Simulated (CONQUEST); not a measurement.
The system is BaTiO3.

```
Ba Ti O
1.0
     3.99980    0.00000    0.00000
     0.00000    3.99980    0.00000
     0.00000    0.00000    4.01800
Ba Ti O
1 1 3
Direct
  0.00000 0.00000 0.00000
  0.50000 0.50000 0.51000
  0.50000 0.00000 0.48300
  0.00000 0.50000 0.48300
  0.50000 0.50000 0.98100
```

Base run:

- Program: CONQUEST 1.3
- Functional: PBE
- Potentials or basis: PseudoDojo NC PBE, SZP, grid cutoff 150 Ha
- k mesh: 8 × 8 × 8
- Occupations: fermi-dirac, width 0.05 eV
- Spin: no spin polarisation

Its results: band gap on the k mesh 1.44 eV, indirect (least direct gap 1.77 eV); pressure 6.5 GPa; largest force 0.196 eV/Å.

Task: After a change of settings the same cell gave: band gap on the k mesh 1.60 eV, indirect (least direct gap 1.77 eV); pressure 6.5 GPa; largest force 0.201 eV/Å. Which change was it?
A. k mesh from 8 × 8 × 8 to 6 × 6 × 6
B. potentials or basis from PseudoDojo NC PBE, SZP, grid cutoff 150 Ha to PseudoDojo NC PBE, DZ, grid cutoff 150 Ha; k mesh from 8 × 8 × 8 to 7 × 7 × 7
C. k mesh from 8 × 8 × 8 to 4 × 4 × 4
D. k mesh from 8 × 8 × 8 to 5 × 5 × 5

Result: D.

Caveats: the atomic basis is small; spin-orbit coupling is left out, which moves the levels of the heavy elements; the basis of atomic orbitals isn't converged, which shifts pressures, moduli and gaps; an odd mesh through Γ misses points on the zone boundary, where band edges often lie (some runs).

Not every run made on this cell is shown here.
